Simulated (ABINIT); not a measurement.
# Ta2N (P-3m1) in ABINIT: equation of state

How stiff is Ta2N in PBEsol, and what volume does it want? The cell is scaled to several volumes.

Program: ABINIT 10.8.3 (patched build). These are calculated values, not measurements. Logs are shortened: lines on timing, memory, paths and dates and some standing lists are left out, and cuts for length are marked. The log counts tension as positive stress, the text compression.

## (1) Starting point

Symmetry: P-3m1, No. 164, trigonal system. Conventional cell: a = 3.113 Å, b = 3.113 Å, c = 4.870 Å, α = 90.00°, β = 90.00°, γ = 120.00°. Around Ta (site symmetry 3m) lie 3 N at 2.18 Å. N (site symmetry -3m) is surrounded by 6 Ta at 2.18 Å.

The cell comes from a database or a generator and needn't be the stable form of this composition.

## (2) Equation of state, PBEsol

File run.abi:

```
# Datasets: one volume each
ndtset 7
getwfk -1
scalecart1 3*0.9795861087
scalecart2 3*0.9864848297
scalecart3 3*0.9932883884
scalecart4 3*1.0000000000
scalecart5 3*1.0066227096
scalecart6 3*1.0131594038
scalecart7 3*1.0196128224

# Pseudopotentials
pp_dirpath "./"
pseudos "Ta.upf, N.upf"

# Structure
acell 5.8824557102 5.8824557101 9.2026657605
rprim
     1.0000000000     0.0000000000     0.0000000000
    -0.5000000000     0.8660254038     0.0000000000
     0.0000000000     0.0000000000     1.0000000000
ntypat 2
znucl 73 7
natom 3
typat 1 1 2
xred
     0.3333333333     0.6666666667     0.2547110000
     0.6666666667     0.3333333333     0.7452890000
     0.0000000000     0.0000000000     0.0000000000

# Plane-wave basis
ecut 42.0

# k points
kptopt 1
ngkpt 10 10 6
nshiftk 1
shiftk 0.0 0.0 0.0

# Exchange and correlation
ixc -116133

# Bands and occupations
nband 20
occopt 3
tsmear 0.05 eV

# SCF cycle
nstep 100
tolvrs 1.0e-10

# Output
iomode 3
prtwf 1
prtden 0
prteig 0
prtebands 0
```

Potentials or basis: PseudoDojo NC SR PBEsol v0.4.1 standard.

Command:

```console
$ abinit run.abi > log 2>&1
```

run.abo:

```text
.Version 10.8.3 of ABINIT
 DATASET    1 : space group P-3 m 1 (#164); Bravais hP (primitive hexag.)
================================================================================
 Values of the parameters that define the memory need for DATASET  1.
     intxc =       0    ionmov =       0      iscf =       7    lmnmax =       8
     lnmax =       8     mgfft =      54  mpssoang =       4    mqgrid =    3001
     natom =       3  nloc_mem =       1    nspden =       1   nspinor =       1
    nsppol =       1      nsym =      12    n1xccc =    2501    ntypat =       2
    occopt =       3   xclevel =       2
       mpw =        3403          nfft =       69984          nkpt =          72
================================================================================
================================================================================
[... 61 lines left out ...]
 DATASET    7 : space group P-3 m 1 (#164); Bravais hP (primitive hexag.)
================================================================================
 Values of the parameters that define the memory need for DATASET  7.
     intxc =       0    ionmov =       0      iscf =       7    lmnmax =       8
     lnmax =       8     mgfft =      60  mpssoang =       4    mqgrid =    3001
     natom =       3  nloc_mem =       1    nspden =       1   nspinor =       1
    nsppol =       1      nsym =      12    n1xccc =    2501    ntypat =       2
    occopt =       3   xclevel =       2
       mpw =        3819          nfft =       77760          nkpt =          72
================================================================================
================================================================================

--------------------------------------------------------------------------------
------------- Echo of variables that govern the present computation ------------
--------------------------------------------------------------------------------
 -outvars: echo values of preprocessed input variables --------
            acell      5.8824557102E+00  5.8824557101E+00  9.2026657605E+00 Bohr
              amu      1.80947900E+02  1.40067400E+01
             ecut      4.20000000E+01 Hartree
           getwfk          -1
                       outvar_i_n : Printing only first  50 k-points.
              ixc     -116133
           jdtset        1    2    3    4    5    6    7
                       outvar_i_n : Printing only first  50 k-points.
         kptrlatt       10    0    0      0   10    0      0    0    6
          kptrlen1     5.40888213E+01
          kptrlen2     5.44697410E+01
          kptrlen3     5.48454063E+01
          kptrlen4     5.52159946E+01
          kptrlen5     5.55816741E+01
          kptrlen6     5.59426041E+01
          kptrlen7     5.62989361E+01
            natom           3
            nband          20
           ndtset           7
            ngfft1         36      36      54
            ngfft2         36      36      54
            ngfft3         36      36      54
            ngfft4         36      36      54
            ngfft5         36      36      60
            ngfft6         36      36      60
            ngfft7         36      36      60
             nkpt          72
            nstep         100
             nsym          12
           ntypat           2
                       prtocc : prtvol=0, do not print more k-points.
           occopt           3
           prtden           0
        prtebands           0
           prteig           0
            rprim1     9.7958610870E-01  0.0000000000E+00  0.0000000000E+00
                      -4.8979305435E-01  8.4834645534E-01  0.0000000000E+00
                       0.0000000000E+00  0.0000000000E+00  9.7958610870E-01
            rprim2     9.8648482970E-01  0.0000000000E+00  0.0000000000E+00
                      -4.9324241485E-01  8.5432092298E-01  0.0000000000E+00
                       0.0000000000E+00  0.0000000000E+00  9.8648482970E-01
            rprim3     9.9328838840E-01  0.0000000000E+00  0.0000000000E+00
                      -4.9664419420E-01  8.6021297765E-01  0.0000000000E+00
                       0.0000000000E+00  0.0000000000E+00  9.9328838840E-01
            rprim4     1.0000000000E+00  0.0000000000E+00  0.0000000000E+00
                      -5.0000000000E-01  8.6602540380E-01  0.0000000000E+00
                       0.0000000000E+00  0.0000000000E+00  1.0000000000E+00
            rprim5     1.0066227096E+00  0.0000000000E+00  0.0000000000E+00
                      -5.0331135480E-01  8.7176083856E-01  0.0000000000E+00
                       0.0000000000E+00  0.0000000000E+00  1.0066227096E+00
            rprim6     1.0131594038E+00  0.0000000000E+00  0.0000000000E+00
                      -5.0657970190E-01  8.7742178179E-01  0.0000000000E+00
                       0.0000000000E+00  0.0000000000E+00  1.0131594038E+00
            rprim7     1.0196128224E+00  0.0000000000E+00  0.0000000000E+00
                      -5.0980641120E-01  8.8301060624E-01  0.0000000000E+00
                       0.0000000000E+00  0.0000000000E+00  1.0196128224E+00
          spgroup         164
           tolvrs      1.00000000E-10
           tsmear      1.83746611E-03 Hartree
            typat      1  1  2
                       outvars : Printing only first  50 k-points.
           xangst1     1.7279226866E-11  1.7605233485E+00  1.2150806371E+00
                       1.5246579438E+00  8.8026167425E-01  3.5553479549E+00
                       0.0000000000E+00  0.0000000000E+00  0.0000000000E+00
           xangst2     1.7400423070E-11  1.7729218087E+00  1.2236378249E+00
                       1.5353953253E+00  8.8646090435E-01  3.5803864414E+00
                       0.0000000000E+00  0.0000000000E+00  0.0000000000E+00
           xangst3     1.7520782813E-11  1.7851492421E+00  1.2320769732E+00
                       1.5459845933E+00  8.9257462107E-01  3.6050795422E+00
                       0.0000000000E+00  0.0000000000E+00  0.0000000000E+00
           xangst4     1.7639216473E-11  1.7972114272E+00  1.2404020701E+00
                       1.5564307519E+00  8.9860571361E-01  3.6294389266E+00
                       0.0000000000E+00  0.0000000000E+00  0.0000000000E+00
           xangst5     1.7756170987E-11  1.8091138366E+00  1.2486168928E+00
                       1.5667385408E+00  9.0455691829E-01  3.6534756466E+00
                       0.0000000000E+00  0.0000000000E+00  0.0000000000E+00
           xangst6     1.7870895316E-11  1.8208616581E+00  1.2567250218E+00
                       1.5769124527E+00  9.1043082905E-01  3.6772001790E+00
[... 10 lines left out ...]
            xcart3     3.3109481028E-11  3.3734431615E+00  2.3282880454E+00
                       2.9214874761E+00  1.6867215808E+00  6.8126129969E+00
                       0.0000000000E+00  0.0000000000E+00  0.0000000000E+00
            xcart4     3.3333288209E-11  3.3962373878E+00  2.3440201985E+00
                       2.9412278551E+00  1.6981186939E+00  6.8586455620E+00
                       0.0000000000E+00  0.0000000000E+00  0.0000000000E+00
            xcart5     3.3554300210E-11  3.4187296817E+00  2.3595439636E+00
                       2.9607067531E+00  1.7093648409E+00  6.9040683798E+00
                       0.0000000000E+00  0.0000000000E+00  0.0000000000E+00
            xcart6     3.3771097773E-11  3.4409298470E+00  2.3748661068E+00
                       2.9799326601E+00  1.7204649235E+00  6.9489012484E+00
                       0.0000000000E+00  0.0000000000E+00  0.0000000000E+00
            xcart7     3.3987368515E-11  3.4628471885E+00  2.3899930504E+00
                       2.9989136347E+00  1.7314235942E+00  6.9931629593E+00
                       0.0000000000E+00  0.0000000000E+00  0.0000000000E+00
             xred      3.3333333333E-01  6.6666666667E-01  2.5471100000E-01
                       6.6666666667E-01  3.3333333333E-01  7.4528900000E-01
                       0.0000000000E+00  0.0000000000E+00  0.0000000000E+00
            znucl       73.00000    7.00000

================================================================================

 chkinp: Checking input parameters for consistency, jdtset=   1.

 chkinp: Checking input parameters for consistency, jdtset=   2.
[... 29 lines left out ...]
 getcut: wavevector=  0.0000  0.0000  0.0000  ngfft=  36  36  54
         ecut(hartree)=     42.000   => boxcut(ratio)=   2.05328

--- Pseudopotential description ------------------------------------------------
- pspini: atom type   1  psp file is ./Ta.upf
12 -116133 3 -1 1432                          pspcod,pspxc,lmax,lloc,mmax
     nproj     2     2     2     2

- pspini: atom type   2  psp file is ./N.upf
12 -116133 1 -1 1058                          pspcod,pspxc,lmax,lloc,mmax
     nproj     2     2     0     0

   1.50910161E+03                                ecore*ucvol(ha*bohr**3)
--------------------------------------------------------------------------------

================================================================================

--- !BeginCycle
iteration_state: {dtset: 1, }
solver: {iscf: 7, nstep: 100, nline: 4, wfoptalg: 0, }
tolerances: {tolvrs: 1.00E-10, }
...
[... 1077 lines left out ...]
-Cartesian components of stress tensor (GPa)         [Pressure= -2.2491E+01 GPa]
- sigma(1 1)=  2.26596844E+01  sigma(3 2)=  0.00000000E+00
- sigma(2 2)=  2.26596844E+01  sigma(3 1)=  0.00000000E+00
- sigma(3 3)=  2.21529763E+01  sigma(2 1)= -5.32182664E-09

== END DATASET(S) ==============================================================
================================================================================

 -outvars: echo values of variables after computation  --------
            acell      5.8824557102E+00  5.8824557101E+00  9.2026657605E+00 Bohr
           etotal1    -1.4060218482E+02
           etotal2    -1.4060328227E+02
           etotal3    -1.4060316235E+02
           etotal4    -1.4060195110E+02
           etotal5    -1.4059976168E+02
           etotal6    -1.4059669586E+02
           etotal7    -1.4059284527E+02
            fcart1     3.1152047229E-29 -4.4964107135E-29  1.4387704199E-03
                      -3.8940059037E-29  2.2482053568E-29 -1.4387704199E-03
                       7.7880118074E-30  2.2482053567E-29  1.4456028966E-19
            fcart2    -7.7335484046E-30  2.2324831266E-29 -1.1448160400E-03
                       1.5467096809E-29 -1.7859865013E-29  1.1448160400E-03
                      -7.7335484046E-30 -4.4649662531E-30 -0.0000000000E+00
            fcart3    -1.5361154464E-29 -7.0950133320E-29 -3.4971671149E-03
                       7.6805772321E-30  4.8778216657E-29  3.4971671149E-03
                       7.6805772321E-30  2.2171916662E-29 -0.0000000000E+00
            fcart4     3.0516112724E-29  4.4046214739E-29 -5.6401278511E-03
[... 52 lines left out ...]
           xangst3     1.7520782813E-11  1.7851492421E+00  1.2320769732E+00
                       1.5459845933E+00  8.9257462107E-01  3.6050795422E+00
                       0.0000000000E+00  0.0000000000E+00  0.0000000000E+00
           xangst4     1.7639216473E-11  1.7972114272E+00  1.2404020701E+00
                       1.5564307519E+00  8.9860571361E-01  3.6294389266E+00
                       0.0000000000E+00  0.0000000000E+00  0.0000000000E+00
           xangst5     1.7756170987E-11  1.8091138366E+00  1.2486168928E+00
                       1.5667385408E+00  9.0455691829E-01  3.6534756466E+00
                       0.0000000000E+00  0.0000000000E+00  0.0000000000E+00
           xangst6     1.7870895316E-11  1.8208616581E+00  1.2567250218E+00
                       1.5769124527E+00  9.1043082905E-01  3.6772001790E+00
                       0.0000000000E+00  0.0000000000E+00  0.0000000000E+00
           xangst7     1.7985340865E-11  1.8324598157E+00  1.2647298556E+00
                       1.5869567519E+00  9.1622990787E-01  3.7006224677E+00
                       0.0000000000E+00  0.0000000000E+00  0.0000000000E+00
             xred      3.3333333333E-01  6.6666666667E-01  2.5471100000E-01
                       6.6666666667E-01  3.3333333333E-01  7.4528900000E-01
                       0.0000000000E+00  0.0000000000E+00  0.0000000000E+00
 Calculation completed.
```

Wall time 17 min (1 thread of Arm Neoverse V2, shared host); peak memory 0.19 GiB.

What came out:

* Equilibrium volume: 13.18 Å³/atom
* Bulk modulus at fixed shape and positions: 301 GPa
* Pressure derivative of the bulk modulus: 4.3

Energy against volume, from the lowest point:
```tsv
volume (Å³/atom)	energy (meV/atom)
12.805	9.95
13.077	0.00
13.350	1.09
13.622	12.07
13.895	31.93
14.167	59.74
14.439	94.67
```

Caveat: pressures at fixed basis lie under the slope of the energies; the cell was scaled at fixed shape and fractional positions, which overstates the stiffness of a crystal with free parameters, most of all of layers and chains.
